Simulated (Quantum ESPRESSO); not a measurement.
Write the native input for Quantum ESPRESSO 7.5 that does the following.

```
Task                : band structure
Functional          : rSCAN
Potentials or basis : SG15 PBE 1.2
Cutoff              : 884 eV
Density cutoff      : 3537 eV
k mesh              : 8 × 8 × 8
Occupations         : fermi-dirac, width 0.05 eV
Spin                : no spin polarisation
Symmetry            : off
Mixing beta         : 0.5
Most SCF iterations : 120
SCF threshold       : 1e-08 Ry
```

Hf:

```
Hf
1.0
    -1.80500    1.80500    1.80500
     1.80500   -1.80500    1.80500
     1.80500    1.80500   -1.80500
Hf
1
Direct
  0.00000 0.00000 0.00000
```

This isn't the form of Hf at room conditions, which is hcp.

One way to write it, as run:

pw.in

```
&CONTROL
  calculation = 'scf'
  prefix = 'pwscf'
  outdir = './tmp'
  pseudo_dir = './pseudo'
  tprnfor = .true.
  tstress = .true.
  disk_io = 'low'
/
&SYSTEM
  ibrav = 0
  nat = 1
  ntyp = 1
  ecutwfc = 65
  nbnd = 20
  input_dft = 'rscan'
  occupations = 'smearing'
  smearing = 'fd'
  degauss = 0.00367493
  nosym = .true.
/
&ELECTRONS
  conv_thr = 1d-08
  electron_maxstep = 120
  mixing_beta = 0.5
/
ATOMIC_SPECIES
Hf   178.4900 Hf_ONCV_PBE-1.2.upf
CELL_PARAMETERS angstrom
  -1.8050000000    1.8050000000    1.8050000000
   1.8050000000   -1.8050000000    1.8050000000
   1.8050000000    1.8050000000   -1.8050000000
ATOMIC_POSITIONS angstrom
Hf     0.0000000000    0.0000000000    0.0000000000
K_POINTS automatic
8 8 8 0 0 0
```

bands.in

```
&CONTROL
  calculation = 'bands'
  prefix = 'pwscf'
  outdir = './tmp'
  pseudo_dir = './pseudo'
  disk_io = 'low'
  verbosity = 'high'
/
&SYSTEM
  ibrav = 0
  nat = 1
  ntyp = 1
  ecutwfc = 65
  nbnd = 20
  input_dft = 'rscan'
  occupations = 'smearing'
  smearing = 'fd'
  degauss = 0.00367493
  nosym = .true.
/
&ELECTRONS
  conv_thr = 1d-08
  electron_maxstep = 120
  mixing_beta = 0.5
  diago_full_acc = .true.
  startingwfc = 'random'
/
ATOMIC_SPECIES
Hf   178.4900 Hf_ONCV_PBE-1.2.upf
CELL_PARAMETERS angstrom
  -1.8050000000    1.8050000000    1.8050000000
   1.8050000000   -1.8050000000    1.8050000000
   1.8050000000    1.8050000000   -1.8050000000
ATOMIC_POSITIONS angstrom
Hf     0.0000000000    0.0000000000    0.0000000000
K_POINTS crystal
60
 0.0000000000  0.0000000000  0.0000000000 1
 0.0416666667 -0.0416666667  0.0416666667 1
 0.0833333333 -0.0833333333  0.0833333333 1
 0.1250000000 -0.1250000000  0.1250000000 1
 0.1666666667 -0.1666666667  0.1666666667 1
 0.2083333333 -0.2083333333  0.2083333333 1
 0.2500000000 -0.2500000000  0.2500000000 1
 0.2916666667 -0.2916666667  0.2916666667 1
 0.3333333333 -0.3333333333  0.3333333333 1
 0.3750000000 -0.3750000000  0.3750000000 1
 0.4166666667 -0.4166666667  0.4166666667 1
 0.4583333333 -0.4583333333  0.4583333333 1
 0.5000000000 -0.5000000000  0.5000000000 1
 0.4375000000 -0.4375000000  0.5000000000 1
 0.3750000000 -0.3750000000  0.5000000000 1
 0.3125000000 -0.3125000000  0.5000000000 1
 0.2500000000 -0.2500000000  0.5000000000 1
 0.1875000000 -0.1875000000  0.5000000000 1
 0.1250000000 -0.1250000000  0.5000000000 1
 0.0625000000 -0.0625000000  0.5000000000 1
 0.0000000000  0.0000000000  0.5000000000 1
 0.0000000000  0.0000000000  0.4444444444 1
 0.0000000000  0.0000000000  0.3888888889 1
 0.0000000000  0.0000000000  0.3333333333 1
 0.0000000000  0.0000000000  0.2777777778 1
 0.0000000000  0.0000000000  0.2222222222 1
 0.0000000000  0.0000000000  0.1666666667 1
 0.0000000000  0.0000000000  0.1111111111 1
 0.0000000000  0.0000000000  0.0555555556 1
 0.0000000000  0.0000000000  0.0000000000 1
 0.0227272727  0.0227272727  0.0227272727 1
 0.0454545455  0.0454545455  0.0454545455 1
 0.0681818182  0.0681818182  0.0681818182 1
 0.0909090909  0.0909090909  0.0909090909 1
 0.1136363636  0.1136363636  0.1136363636 1
 0.1363636364  0.1363636364  0.1363636364 1
 0.1590909091  0.1590909091  0.1590909091 1
 0.1818181818  0.1818181818  0.1818181818 1
 0.2045454545  0.2045454545  0.2045454545 1
 0.2272727273  0.2272727273  0.2272727273 1
 0.2500000000  0.2500000000  0.2500000000 1
 0.2708333333  0.1875000000  0.2708333333 1
 0.2916666667  0.1250000000  0.2916666667 1
 0.3125000000  0.0625000000  0.3125000000 1
 0.3333333333  0.0000000000  0.3333333333 1
 0.3541666667 -0.0625000000  0.3541666667 1
 0.3750000000 -0.1250000000  0.3750000000 1
 0.3958333333 -0.1875000000  0.3958333333 1
 0.4166666667 -0.2500000000  0.4166666667 1
 0.4375000000 -0.3125000000  0.4375000000 1
 0.4583333333 -0.3750000000  0.4583333333 1
 0.4791666667 -0.4375000000  0.4791666667 1
 0.5000000000 -0.5000000000  0.5000000000 1
 0.2500000000  0.2500000000  0.2500000000 1
 0.2083333333  0.2083333333  0.2916666667 1
 0.1666666667  0.1666666667  0.3333333333 1
 0.1250000000  0.1250000000  0.3750000000 1
 0.0833333333  0.0833333333  0.4166666667 1
 0.0416666667  0.0416666667  0.4583333333 1
 0.0000000000  0.0000000000  0.5000000000 1
```

Potentials or basis: SG15 PBE 1.2.

Run with:

```console
$ OMP_NUM_THREADS=1 pw.x -in pw.in > pw.out
$ OMP_NUM_THREADS=1 pw.x -in bands.in > bands.out
```

Results of the run:

The pressure is -12.4 GPa and the band gap on the k mesh is none (metal or under the smearing width).

Caveat: the potentials were made for another functional, which shifts forces and pressure; spin-orbit coupling is left out, which moves the levels of the heavy elements.

It took 6.1 min on 1 thread of Arm Neoverse V1, on a shared host, peak memory 0.15 GiB.
